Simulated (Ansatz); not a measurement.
Output of an Ansatz run (abridged):

```
WARN ansatz: RAYON_NUM_THREADS=1 ignored (pool sized by the plan → 1); use --threads N
Pseudopotentials: kind: paw
Pseudopotential: Sr, paw, valence charge 10
Pseudopotential: F, paw, valence charge 7
Crystal: 3 atoms, lattice volume = 48.050 Å³
Basis set: ecut = 420 eV, 941 PW (Γ), exchange–correlation on 60×60×60 points (8 copies of the dense FFT grid, shifted against one another)
Bands: 16, of which v1, the nominal top of the filled ones, is band 12 counted from 1 (11 counted from 0)
Symmetry: 48 space group operations
Space group: Fm-3m (ITA 225), of the structure as read, at distance tolerance 3.6e-5 Å
k-points: 20 of 343
Initial density: superposition of atomic densities (neutral atoms: chi_scale 0, normalization atom), corrected by the library's trained network
Initial wavefunctions: pseudopotential atomic-orbital guess
Eigensolver: davidson
Functional: x = pbe(κ = 0.804, μ = 0.2195149727645171), c = pbe(β = 0.06672455060314922)
SCF iter   1: F=—  HF=-5167.179811 eV  |F-HF|=—  |Δ(HF+E_count)|=         —  Δρ=4.56e-4  dr2=6.53e-5  ethr=1.77e-3  ⟨swp⟩=9.4  Hψ=2119  notcnv=0
all-band conjugate gradients solve this SCF's bands
preconditioner: auto → none
SCF iter   2: F=—  HF=-5167.181722 eV  |F-HF|=—  |Δ(HF+E_count)|=   1.91e-3  Δρ=5.97e-4  dr2=1.17e-4  ethr=2.72e-7  ⟨swp⟩=4.0  Hψ=1111  notcnv=0
SCF iter   3: F=—  HF=-5167.181727 eV  |F-HF|=—  |Δ(HF+E_count)|=   4.64e-6  Δρ=2.20e-4  dr2=1.51e-5  ethr=2.72e-7  ⟨swp⟩=2.0  Hψ=439  notcnv=0
SCF iter   4: F=—  HF=-5167.181778 eV  |F-HF|=—  |Δ(HF+E_count)|=   5.07e-5  Δρ=5.02e-5  dr2=1.33e-6  ethr=6.28e-8  ⟨swp⟩=2.0  Hψ=523  notcnv=0
SCF iter   5: F=—  HF=-5167.181779 eV  |F-HF|=—  |Δ(HF+E_count)|=   1.14e-6  Δρ=4.67e-5  dr2=1.09e-6  ethr=5.55e-9  ⟨swp⟩=3.0  Hψ=535  notcnv=0
SCF iter   6: F=—  HF=-5167.181779 eV  |F-HF|=—  |Δ(HF+E_count)|=   2.91e-7  Δρ=2.20e-5  dr2=2.52e-7  ethr=4.53e-9  ⟨swp⟩=2.0  Hψ=416  notcnv=0
SCF iter   7: F=-5167.181778 eV  HF=-5167.181778 eV  |F-HF|=1.20e-8  |Δ(HF+E_count)|=   8.36e-8  Δρ=5.23e-6  dr2=1.36e-8  ethr=4.17e-10  ⟨swp⟩=5.7  Hψ=1418  notcnv=0
SCF 1 converged in 7 iterations: F = -5167.181778 eV  dr2 = 1.36e-8
SCF converged after 7 iterations
Free energy (F): -5167.181778 eV
Harris-Foulkes:  -5167.181778 eV  (|F-HF|=1.20e-8)
Internal energy: -5167.181778 eV  (E = F + TS)
E sigma→0 (E₀):  -5167.181778 eV
Fermi energy:    6.775889 eV
--- Per-component energies (eV) ---
  E_band       = -140.731279
  E_kinetic    = 661.877326
  E_local      = -1793.105481  (includes V_loc(G=0)·N_el)
  E_nonlocal   = 349.169794
  E_hartree    = 592.068381
  E_xc         = -335.416089
  E_vxc        = -369.799141  (∫ρ·V_xc dr)
  E_paw        = -3095.847097  (= ΣΔE_a)
  E_vpaw       = -173.011506  (= ΣTr[D̂ρ^β])
  E_aug_tail   = 0.004182  (compensation charges beyond the density's cutoff)
  E_ewald      = -1545.932795
  E_smearing   = -0.000000  (= −TS)
  E_closure    = 0.000000  (closes the sum)
  Σ components = -5167.181778   (vs F -5167.181778, Δ=0.00e0)
--- Forces (eV/Å), atoms counted from 1 ---
  atom   1  Sr    -0.00000000     0.00000000    -0.00000000
   [... zero for the other atoms too ...]
  max |Σ_I F_I| component: 9.25e-18 eV/Å
--- Stress (GPa, compression-positive) ---
        3.183308       0.000000       0.000000
       -0.000000       3.183308      -0.000000
        0.000000       0.000000       3.183308
  P = ⅓ Tr σ = 3.1833 GPa (31.833 kbar)
  The stress holds the Pulay correction. Without it, at fixed plane waves, as pw.x and ABINIT print it: P = 2.6987 GPa
--- Band table (eV; the first three rows and the last of 20) ---
  k-point 0: bands = ["-26.7660", "-16.1529", "-15.7415", "-8.6704", "-8.6704", "-8.6704", "1.5130", "1.5130", "1.5130", "3.1449", "3.1449", "3.1449", "10.2749", "13.4277", "13.4277", "15.9525"]
  k-point 1: bands = ["-26.7540", "-16.1756", "-15.7745", "-8.6871", "-8.6871", "-8.6531", "1.6024", "1.6024", "1.7026", "2.9547", "3.0847", "3.0847", "10.7708", "13.4376", "13.4376", "15.7161"]
  k-point 2: bands = ["-26.7270", "-16.2073", "-15.8705", "-8.7242", "-8.7242", "-8.6062", "1.8107", "1.8107", "2.1251", "2.5987", "2.9472", "2.9472", "11.8686", "13.4791", "13.4791", "15.1800"]
  k-point 19: bands = ["-26.6824", "-16.1721", "-16.1112", "-8.8764", "-8.6669", "-8.5500", "1.5714", "1.9788", "2.5376", "2.6408", "3.0360", "3.1442", "11.8340", "13.9997", "14.1166", "14.4380"]
```

The structure:

```
CELL_PARAMETERS angstrom
      0.00000     2.88550     2.88550
      2.88550     0.00000     2.88550
      2.88550     2.88550     0.00000
ATOMIC_POSITIONS crystal
  Sr 0.00000 0.00000 0.00000
  F  0.25000 0.25000 0.25000
  F  0.75000 0.75000 0.75000
```

Question: Write an input that gives this output.

Answer: Other spellings and defaults could give the same log, and not every line can be read from it. The input that was run (DFT, PBE, plane waves, default PAW files):

Ansatz 0.2 input:
```yaml
crystal:
  lattice:
    - [0.000000, 2.885500, 2.885500]
    - [2.885500, 0.000000, 2.885500]
    - [2.885500, 2.885500, 0.000000]
  atoms:
    - { symbol: Sr, position: [0.000000, 0.000000, 0.000000] }
    - { symbol: F, position: [0.250000, 0.250000, 0.250000] }
    - { symbol: F, position: [0.750000, 0.750000, 0.750000] }
basis:
  ecutwfc: 420.0
kpoints:
  mp_grid: { grid: [7, 7, 7] }
hamiltonian:
  xc: pbe
  pseudopotentials: { kind: paw }
scf:
  occupations: { method: fermi_dirac, width: 0.02 }
output:
  forces: true
  eigenvalues: true
  stress: true
```

The starting cell has typed, rounded lattice constants, without a prior relaxation at this level. Its lattice was rescaled by up to half a per cent. With a pressure of about 3 GPa the cell is away from its equilibrium volume at this level. Ansatz's pressure includes its estimate of the finite-basis (Pulay) stress.

Ansatz is an electronic-structure program.
